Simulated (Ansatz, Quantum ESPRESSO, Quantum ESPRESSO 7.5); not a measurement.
**Charging silicene, 2 layers, AB stacking**

How does the Fermi level of silicene, 2 layers, AB stacking move as charge is added against a counter-electrode?

Method: plane-wave DFT, PBE, GBRV ultrasoft pseudopotentials (geometry by Ansatz 0.2.0 with PAW datasets; geometry under PBE-D3(BJ)), in Quantum ESPRESSO 7.5.

**1. The structure**

The cell holds 4 atoms: 4 Si. Cell: a = 3.870 Å, b = 3.870 Å, c = 20.200 Å, α = 90.0°, β = 90.0°, γ = 120.0°. It derives from Si. Vacuum lies along c.

This sheet is a model structure: its symmetry is held, and its stability is not tested here.

**2. Relaxation with Ansatz**

The geometry comes first, from a plane-wave PAW code, so that the later runs on this slab share one structure.

Input file input.yaml:

```yaml
crystal:
  lattice:
    - [3.87, 0.0, 0.0]
    - [-1.935, 3.3515183126, 0.0]
    - [0.0, 0.0, 20.2]
  atoms:
    - { symbol: Si, position: [0.6666666667, 0.3333333333, 0.396039604] }
    - { symbol: Si, position: [0.3333333333, 0.6666666667, 0.4183168317] }
    - { symbol: Si, position: [0.0, 0.0, 0.5816831683] }
    - { symbol: Si, position: [0.6666666667, 0.3333333333, 0.603960396] }
kpoints:
  mp_grid: { grid: [12, 12, 1] }
hamiltonian:
  xc: pbe
  dispersion: d3bj
scf:
  occupations: { method: fermi_dirac, width: 0.05 }
  convergence: { dr2_threshold: 1.0e-08 }
efield:
  axis: 3
  dipole_correction: true
  ramp_position: 0.97
  ramp_width: 0.04
relax:
  f_tol: 0.01
  cell: { fix: [c, alpha, beta] }
output:
  write_potential: true
  write_density: true
  volumetric_format: npy
```

Started as:

```console
$ ansatz run input.yaml --threads 4 --pin off --max-ram 8192MiB --backend cpu --events-out ev --progress --plain --runs-dir out
```

Numbers of over 12 decimals in the logs are rounded to 6 here.

Output:

```text
Warning: relax.cell: scf.convergence.dr2_threshold = 1e-8 eV is looser than the 4e-10 eV advised for a relaxation that steers and ends on the stress (1e-10 eV for each atom of the cell: 4). What an SCF threshold leaves in a stress goes as its square root, and in the free energy as the threshold itself, and one threshold admits the most on a small cell: [figures from the program's tests cut] Set scf.convergence.dr2_threshold to 4e-10 eV or tighter. The threshold is an SCF's pass mark: one that does not reach it within its budget of iterations ends unconverged, or closes short of it on a stop that the run arms, and scf.convergence.dr2_threshold's page says what that costs each kind of run
Engine: ansatz 0.2.0, aarch64-unknown-linux-gnu
Pseudopotentials: kind: paw
Pseudopotential: Si, paw, valence charge 4, recommended cutoff 420 eV (normal), Si.paw.azcp
Functional definition: PBE
  parameter kappa = 0.804
  parameter beta = 0.066725
  exchange = pbe_x(kappa = kappa, mu = beta*pi^2/3)
  correlation = pbe_c(beta = beta)
Crystal: 4 atoms, lattice volume = 262.002 Å³
Basis set: ecut = 420 eV, 5179 PW (Γ), exchange–correlation on 54×54×288 points (8 copies of the dense FFT grid, shifted against one another)
Bands: 12, of which v1, the nominal top of the filled ones, is band 8 counted from 1 (7 counted from 0)
Symmetry: 6 space group operations
k-points: 19 of 144 (time reversal used)
Non-local potential: Si, projectors of the file, l = 0: 2, l = 1: 2, l = 2: 2
PAW form: soft (Blöchl's): semilocal exchange-correlation on the pseudo side does not see the compensation charge
PAW one-centre angular grid: Si, 110 points (default); XC on 64 Gauss nodes
Initial density: superposition of atomic densities (neutral atoms: chi_scale 0, normalization atom), corrected by the library's trained network
Initial wavefunctions: pseudopotential atomic-orbital guess
Functional: x = pbe(κ = 0.804, μ = 0.219515), c = pbe(β = 0.066725)
SCF iter   1: F=—  HF=-2541.792864 eV  |F-HF|=—  |Δ(HF+E_count)|=         —  Δρ=2.54e-3  dr2=5.54e-2  ethr=1.77e-3  p=-0.000 e·Å  D=-2.52e-4 V/Å  ΔV_dip=0.01 eV  dr2_dipole=1.08e-6  V_vac-E_F(+/−)=4.86/4.85 eV  ⟨swp⟩=9.1  Hψ=2015  notcnv=0
efield: sawtooth ramp at fractional position 0.9700 (set: `efield.ramp_position`, or a place that a band, a saddle search or an elastic batch's reference lends), width 0.0400; the density the first Hamiltonian is built on has a dipole p = -0.000 e·Å; the dipole correction subtracts the counter field D = -2.52e-4 V/Å, which shifts the + side's vacuum level by +0.01 eV against the − side's; the planar-averaged density in the ramp window peaks in size at 2.9e-5 e/Å³
preconditioner: auto → LDOS  [insulator: Δε(μ)=0.498 eV  Ē_g=7.059 eV  σ=0.050 eV  W_gap=0.61  n_scr=10 (ndim 8)  ℏωp=9.2 eV  f_vac=0.571  D(μ)=0.38/eV (n_scr^D=2)  ε∞_Penn≈2.7  β→1.0]
SCF iter   2: F=—  HF=-2541.825041 eV  |F-HF|=—  |Δ(HF+E_count)|=   3.22e-2  Δρ=3.62e-3  dr2=2.17e-1  ethr=3.46e-4  p=0.000 e·Å  D=2.89e-4 V/Å  ΔV_dip=-0.01 eV  dr2_dipole=5.52e-6  V_vac-E_F(+/−)=4.43/4.44 eV  ⟨swp⟩=4.1  Hψ=738  notcnv=0  recentre
SCF iter   3: F=—  HF=-2541.787483 eV  |F-HF|=—  |Δ(HF+E_count)|=   3.76e-2  Δρ=7.20e-4  dr2=3.93e-3  ethr=3.46e-4  p=-0.000 e·Å  D=-1.05e-4 V/Å  ΔV_dip=0.00 eV  dr2_dipole=2.35e-7  V_vac-E_F(+/−)=4.77/4.77 eV  ⟨swp⟩=3.4  Hψ=496  notcnv=0
SCF iter   4: F=—  HF=-2541.787172 eV  |F-HF|=—  |Δ(HF+E_count)|=   3.11e-4  Δρ=8.46e-5  dr2=3.28e-5  ethr=2.46e-5  p=0.000 e·Å  D=5.24e-5 V/Å  ΔV_dip=-0.00 eV  dr2_dipole=2.14e-7  V_vac-E_F(+/−)=4.73/4.74 eV  ⟨swp⟩=2.3  Hψ=341  notcnv=0
SCF iter   5: F=—  HF=-2541.787234 eV  |F-HF|=—  |Δ(HF+E_count)|=   6.24e-5  Δρ=2.18e-5  dr2=1.81e-6  ethr=2.05e-7  p=-0.000 e·Å  D=-6.19e-5 V/Å  ΔV_dip=0.00 eV  dr2_dipole=3.18e-7  V_vac-E_F(+/−)=4.74/4.74 eV  ⟨swp⟩=2.3  Hψ=372  notcnv=0
SCF iter   6: F=—  HF=-2541.787264 eV  |F-HF|=—  |Δ(HF+E_count)|=   3.01e-5  Δρ=1.15e-5  dr2=2.79e-6  ethr=1.13e-8  p=0.000 e·Å  D=1.24e-4 V/Å  ΔV_dip=-0.00 eV  dr2_dipole=1.20e-6  V_vac-E_F(+/−)=4.74/4.74 eV  ⟨swp⟩=2.4  Hψ=375  notcnv=0
SCF iter   7: F=—  HF=-2541.787264 eV  |F-HF|=—  |Δ(HF+E_count)|=   2.93e-7  Δρ=2.53e-6  dr2=4.77e-8  ethr=1.13e-8  p=-0.000 e·Å  D=-1.21e-5 V/Å  ΔV_dip=0.00 eV  dr2_dipole=1.09e-8  V_vac-E_F(+/−)=4.74/4.74 eV  ⟨swp⟩=2.3  Hψ=297  notcnv=0
SCF iter   8: F=-2541.787264 eV  HF=-2541.787264 eV  |F-HF|=5.34e-9  |Δ(HF+E_count)|=   4.11e-8  Δρ=7.94e-7  dr2=2.06e-9  ethr=6.25e-11  p=0.000 e·Å  D=1.02e-7 V/Å  ΔV_dip=-0.00 eV  dr2_dipole=3.92e-12  V_vac-E_F(+/−)=4.74/4.74 eV  ⟨swp⟩=9.3  Hψ=1516  notcnv=0
SCF 1 converged in 8 iterations: F = -2541.787264 eV  dr2 = 2.06e-9
  greatest PAW one-centre occupation: 0.651 electrons in one spin orbital (limit 2), on the Si atom at site 0 (counted from 0), in its partial waves of l = 0
relax step   1: F+E_penalty+E_count = -2541.78726388 eV  Δ(F+E_penalty+E_count) = +0.000e0 eV  max|allowed force component| = 1.580e-1 eV/Å  Δτ_max = 0.0000 Å  P = -0.558 GPa  Ω = 262.002 Å³  fix = [c, alpha, beta]  reactions: c -0.327 GPa  (8 SCF iters, accepted)
Crystal: 4 atoms, lattice volume = 258.632 Å³
Basis set: ecut = 420 eV, 5035 PW (Γ), exchange–correlation on 54×54×288 points (8 copies of the dense FFT grid, shifted against one another)
Initial density: handed on by an earlier stage of this run
Initial wavefunctions: those handed on with the density
iter 1 solved again at ethr=1.66e-3 eV; its pass at ethr=3.10e-3 eV (dr2=2.65e-1 eV) is discarded
SCF iter   1: F=—  HF=-2541.878484 eV  |F-HF|=—  |Δ(HF+E_count)|=         —  Δρ=6.75e-3  dr2=2.72e-1  ethr=1.66e-3  p=0.000 e·Å  D=1.10e-7 V/Å  ΔV_dip=-0.00 eV  dr2_dipole=5.28e-12  V_vac-E_F(+/−)=4.85/4.85 eV  ⟨swp⟩=1.0  Hψ=2315  notcnv=0
efield: sawtooth ramp at fractional position 0.9700 (set: `efield.ramp_position`, or a place that a band, a saddle search or an elastic batch's reference lends), width 0.0400; the density the first Hamiltonian is built on has a dipole p = 0.000 e·Å; the dipole correction subtracts the counter field D = 1.10e-7 V/Å, which shifts the + side's vacuum level by -0.00 eV against the − side's; the planar-averaged density in the ramp window peaks in size at 3.8e-8 e/Å³
preconditioner: auto → LDOS  [insulator: Δε(μ)=0.577 eV  Ē_g=7.125 eV  σ=0.050 eV  W_gap=0.84  n_scr=10 (ndim 8)  ℏωp=9.2 eV  f_vac=0.583  D(μ)=0.48/eV (n_scr^D=2)  ε∞_Penn≈2.7  β→1.0]
[...]
SCF iter   5: F=—  HF=-2541.848532 eV  |F-HF|=—  |Δ(HF+E_count)|=   3.49e-5  Δρ=1.25e-5  dr2=5.50e-7  ethr=1.33e-7  p=-0.000 e·Å  D=-8.62e-7 V/Å  ΔV_dip=0.00 eV  dr2_dipole=1.17e-10  V_vac-E_F(+/−)=4.78/4.78 eV  ⟨swp⟩=2.1  Hψ=381  notcnv=0
SCF iter   6: F=—  HF=-2541.848560 eV  |F-HF|=—  |Δ(HF+E_count)|=   2.76e-5  Δρ=3.35e-6  dr2=2.89e-8  ethr=3.44e-9  p=0.000 e·Å  D=9.92e-7 V/Å  ΔV_dip=-0.00 eV  dr2_dipole=1.24e-10  V_vac-E_F(+/−)=4.78/4.78 eV  ⟨swp⟩=2.1  Hψ=381  notcnv=0
SCF iter   7: F=-2541.848560 eV  HF=-2541.848560 eV  |F-HF|=9.39e-9  |Δ(HF+E_count)|=   9.09e-8  Δρ=6.66e-7  dr2=9.07e-10  ethr=6.25e-11  p=-0.000 e·Å  D=-8.85e-7 V/Å  ΔV_dip=0.00 eV  dr2_dipole=8.58e-11  V_vac-E_F(+/−)=4.78/4.78 eV  ⟨swp⟩=9.3  Hψ=1522  notcnv=0
SCF 3 converged in 7 iterations: F = -2541.848560 eV  dr2 = 9.07e-10
  greatest PAW one-centre occupation: 0.662 electrons in one spin orbital (limit 2), on the Si atom at site 3 (counted from 0), in its partial waves of l = 0
relax step   3: F+E_penalty+E_count = -2541.84856014 eV  Δ(F+E_penalty+E_count) = -9.125e-3 eV  max|allowed force component| = 3.091e-2 eV/Å  Δτ_max = 0.0964 Å  P = +0.352 GPa  Ω = 251.615 Å³  energy of the carried Pulay correction = +4.557e-4 eV  fix = [c, alpha, beta]  reactions: c -0.071 GPa  (7 SCF iters, accepted)
[...]
relax step   4: F+E_penalty+E_count = -2541.85441585 eV  Δ(F+E_penalty+E_count) = -5.856e-3 eV  max|allowed force component| = 6.337e-2 eV/Å  Δτ_max = 0.0513 Å  P = +0.134 GPa  Ω = 255.115 Å³  energy of the carried Pulay correction = +3.001e-4 eV  fix = [c, alpha, beta]  reactions: c +0.120 GPa  (7 SCF iters, accepted)
[...]
relax step   5: F+E_penalty+E_count = -2541.85581643 eV  Δ(F+E_penalty+E_count) = -1.401e-3 eV  max|allowed force component| = 1.122e-3 eV/Å  Δτ_max = 0.0237 Å  P = -0.007 GPa  Ω = 255.451 Å³  energy of the carried Pulay correction = +2.853e-4 eV  fix = [c, alpha, beta]  reactions: c -0.001 GPa  (6 SCF iters, accepted)
Initial wavefunctions: pseudopotential atomic-orbital guess (no wavefunctions were taken with the density)
iter 1 solved again at ethr=1.73e-7 eV; its pass at ethr=3.10e-3 eV (dr2=2.77e-5 eV) is discarded
SCF iter   1: F=—  HF=-2541.855509 eV  |F-HF|=—  |Δ(HF+E_count)|=         —  Δρ=8.64e-6  dr2=1.67e-8  ethr=1.73e-7  p=-0.000 e·Å  D=-8.00e-7 V/Å  ΔV_dip=0.00 eV  dr2_dipole=8.60e-11  V_vac-E_F(+/−)=4.77/4.77 eV  ⟨swp⟩=3.6  Hψ=2796  notcnv=0
efield: sawtooth ramp at fractional position 0.9700 (set: `efield.ramp_position`, or a place that a band, a saddle search or an elastic batch's reference lends), width 0.0400; the density the first Hamiltonian is built on has a dipole p = -0.000 e·Å; the dipole correction subtracts the counter field D = -8.00e-7 V/Å, which shifts the + side's vacuum level by +0.00 eV against the − side's; the planar-averaged density in the ramp window peaks in size at 1.2e-7 e/Å³
eigensolver tolerance schedule: the retry pair's looser diagonalisation over-reported the residual by 1661.80 of it (diagonalisation noise at 0.10 of the residual, at the tolerance the schedule requests for it); recorded, not acted on — ethr = c·dr2/N_el stays at c = 1.0e-1
preconditioner: auto → LDOS  [insulator: Δε(μ)=0.459 eV  Ē_g=7.071 eV  σ=0.050 eV  W_gap=0.75  n_scr=10 (ndim 8)  ℏωp=9.3 eV  f_vac=0.579  D(μ)=0.45/eV (n_scr^D=2)  ε∞_Penn≈2.7  β→1.0]
SCF iter   2: F=—  HF=-2541.855578 eV  |F-HF|=—  |Δ(HF+E_count)|=   6.93e-5  Δρ=9.11e-7  dr2=3.21e-9  ethr=6.25e-11  p=0.000 e·Å  D=1.63e-6 V/Å  ΔV_dip=-0.00 eV  dr2_dipole=2.66e-10  V_vac-E_F(+/−)=4.77/4.77 eV  ⟨swp⟩=10.1  Hψ=2030  notcnv=0
SCF iter   3: F=-2541.855578 eV  HF=-2541.855578 eV  |F-HF|=3.98e-9  |Δ(HF+E_count)|=  4.37e-10  Δρ=4.85e-7  dr2=4.67e-9  ethr=2.01e-11  p=-0.000 e·Å  D=-2.09e-6 V/Å  ΔV_dip=0.00 eV  dr2_dipole=5.54e-10  V_vac-E_F(+/−)=4.77/4.77 eV  ⟨swp⟩=6.9  Hψ=1441  notcnv=0
SCF 6 converged in 3 iterations: F = -2541.855578 eV  dr2 = 4.67e-9
relax step   6: F+E_penalty+E_count = -2541.85557831 eV  Δ(F+E_penalty+E_count) = +2.381e-4 eV  max|allowed force component| = 1.196e-3 eV/Å  Δτ_max = 0.0000 Å  P = -0.009 GPa  Ω = 255.451 Å³  fix = [c, alpha, beta]  reactions: c -0.003 GPa  stress off target by 1.29e-2 GPa on what of the cell is left free  SCF on the basis re-selected at this cell (its energy is not comparable with the rows above)  (3 SCF iters)
basis re-selected at this cell: Δ(F+E_penalty+E_count) = +2.381e-4 eV, ΔP = -0.002 GPa vs the last step (what re-selecting the basis moved, of the pressure what is left beyond the Pulay correction that the steps carried, after the strain that the cell walked since its last selection, with what the two solves' SCF thresholds leave and, on support functions, any second-order correction that the steps lacked; it is no m [...]
SCF converged after 3 iterations
Free energy (F): -2541.855578 eV
Harris-Foulkes:  -2541.855578 eV  (|F-HF|=3.98e-9)
Internal energy: -2541.851677 eV  (E = F + TS)
E sigma→0 (E₀):  -2541.853628 eV
Entropy (-TS):   -0.003901 eV (-0.975 meV/atom)
Fermi energy:    -1.321056 eV
Dipole field:    D = 0.000026 V/Å  (p = 0.000037 e·Å, saw-weighted, corrected)
Work function:   Φ+ = 4.7702 eV   Φ− = 4.7707 eV
Levels:          The Fermi level and band energies are counted from a zero that moves with the ramp; work functions are not
--- Per-component energies (eV) ---
  E_band       = -97.062669
  E_kinetic    = 156.580367
  E_local      = -3086.351563  (includes V_loc(G=0)·N_el)
  E_nonlocal   = 104.858171
  E_hartree    = 1460.105847
  E_xc         = -218.050556
  E_vxc        = -183.131394  (∫ρ·V_xc dr)
  E_paw        = -2050.460134  (= ΣΔE_a)
  E_vpaw       = -9.232110  (= ΣTr[D̂ρ^β])
  E_aug_tail   = 0.000025  (compensation charges beyond the density's cutoff)
  E_efield     = 0.000000  (sawtooth field / dipole correction)
  E_vefield    = -0.000084  (∫n·V_field dr)
  E_ewald      = 1092.650681
  E_disp       = -1.184516  (pairwise vdW)
  E_smearing   = -0.003901  (= −TS)
  E_closure    = -0.000000  (closes the sum)
  Σ components = -2541.855578   (vs F -2541.855578, Δ=0.00e0)
--- Forces (eV/Å), atoms counted from 1 ---
  atom   1  Si     0.00000000     0.00000000    -0.00120185
  atom   2  Si     0.00000000    -0.00000000     0.00000446
  atom   3  Si    -0.00000000     0.00000000    -0.00001541
  atom   4  Si     0.00000000    -0.00000000     0.00118838
  max |Σ_I F_I| component: 2.44e-5 eV/Å
--- Stress (GPa, compression-positive) ---
       -0.012886       0.000000       0.000000
        0.000000      -0.012886      -0.000000
        0.000000      -0.000000      -0.002568
  P = ⅓ Tr σ = -0.0094 GPa (-0.094 kbar)
--- Band table (eV; the first three rows and the last of 19) ---
  k-point 0: bands = [... 4 lower, -2.2074, -2.2074, -2.0847, -2.0847, 0.9036, 1.0719, 1.3049, 1.6731]
  k-point 1: bands = [... 4 lower, -2.8765, -2.5574, -2.4234, -2.1770, 1.0748, 1.1735, 1.6543, 1.8277]
  k-point 2: bands = [... 4 lower, -3.9377, -2.8344, -2.7118, -2.4692, 0.6483, 1.0630, 1.5431, 2.5958]
  k-point 18: bands = [... 4 lower, -5.6230, -5.6230, -2.0152, -1.4400, -1.4400, -0.5132, 3.2703, 3.2703]
--- Relaxed structure (5 steps of the walk, 5 accepted, 1 SCFs on fresh bases) ---
  F+E_penalty+E_count = -2541.85557831 eV   max|allowed force component| = 1.196e-3 eV/Å   (the final SCF, on the basis selected at the relaxed cell)
  cell:  # Å, volume = 255.4507 Å³
    - [3.821312, 0, 0]
    - [-1.910656, 3.309353, 0]
    - [0, 0, 20.2]
  atoms:
    - { symbol: Si, position: [0.666667, 0.333333, 0.403261] }
    - { symbol: Si, position: [0.333333, 0.666667, 0.432250] }
    - { symbol: Si, position: [-2.468355032298152e-17, -2.1611525027102948e-17, 0.567750] }
    - { symbol: Si, position: [0.666667, 0.333333, 0.596739] }
```

The job ended after 7.4 s (4 threads of Arm Neoverse V2, shared host; peak memory 0.48 GiB).

Step by step:

| step | energy less that of the first step (eV) | largest force component (eV/Å) | pressure (GPa) | volume (Å³) |
| --- | --- | --- | --- | --- |
| 1 | 0.0000 | 0.1580 | -0.56 | 262.00 |
| 2 | -0.0522 | 0.1359 | -0.08 | 258.63 |
| 3 | -0.0613 | 0.0309 | 0.35 | 251.62 |
| 4 | -0.0672 | 0.0634 | 0.13 | 255.11 |
| 5 | -0.0686 | 0.0011 | -0.01 | 255.45 |
| 6* | -0.0683 | 0.0012 | -0.01 | 255.45 |

Relaxation steps marked * repeat the geometry before them on a plane-wave basis chosen anew for their cell, so energy and pressure can jump there.

Forces are held to the 6 operations that the run works with; a distortion that breaks them can't arise in this run.

| cell as run | before | after | change |
| --- | --- | --- | --- |
| a (Å) | 3.870 | 3.821 | -1.3 % |
| b (Å) | 3.870 | 3.821 | -1.3 % |

The atoms that moved most (Å, along periodic axes as changes of fractional coordinates times the final cell, across vacuum about the mean position):

| atom | dx | dy | dz | length |
| --- | --- | --- | --- | --- |
| Si2 | 0.000 | 0.000 | 0.281 | 0.281 |
| Si3 | 0.000 | 0.000 | -0.281 | 0.281 |
| Si4 | 0.000 | 0.000 | -0.146 | 0.146 |
| Si1 | 0.000 | 0.000 | 0.146 | 0.146 |

The relaxed structure:

```cif
data_structure
_symmetry_space_group_name_H-M 'P 1'
_symmetry_Int_Tables_number 1
_cell_length_a 3.8213
_cell_length_b 3.8213
_cell_length_c 20.2000
_cell_angle_alpha 90.000
_cell_angle_beta 90.000
_cell_angle_gamma 120.000
_cell_volume 255.45
loop_
_atom_site_label
_atom_site_type_symbol
_atom_site_fract_x
_atom_site_fract_y
_atom_site_fract_z
_atom_site_occupancy
Si1 Si 0.66667 0.33333 0.40326 1
Si2 Si 0.33333 0.66667 0.43225 1
Si3 Si 0.00000 0.00000 0.56775 1
Si4 Si 0.66667 0.33333 0.59674 1
```

Read from the output:

| Property | Result |
| --- | --- |
| free energy | -2541.8556 eV |
| energy at zero smearing | -2541.8536 eV |
| smearing term TS | 0.003901 eV |
| Fermi energy | -1.321 eV |
| symmetry operations | 6 |
| work function of the upper face | 4.770 eV |
| work function of the lower face | 4.771 eV |
| dipole along the normal | 3.66e-5 e·Å |

(Continued in part 2 of 5.)

[Logs are printed without paths, hosts, clocks, repeated set-up lines and the standing remarks that a program may print on its own settings, such as how far it seeks lower states.]

[Hosts, paths, dates, database ids (printed as entryN), source tags and the programs' standing remarks are cut or masked in the printed files.]

[Maps of the electrostatic potential energy from Ansatz leave out the sawtooth potential of an applied field or a dipole correction, so their vacuum need not be flat; planar profiles and work functions include it.]
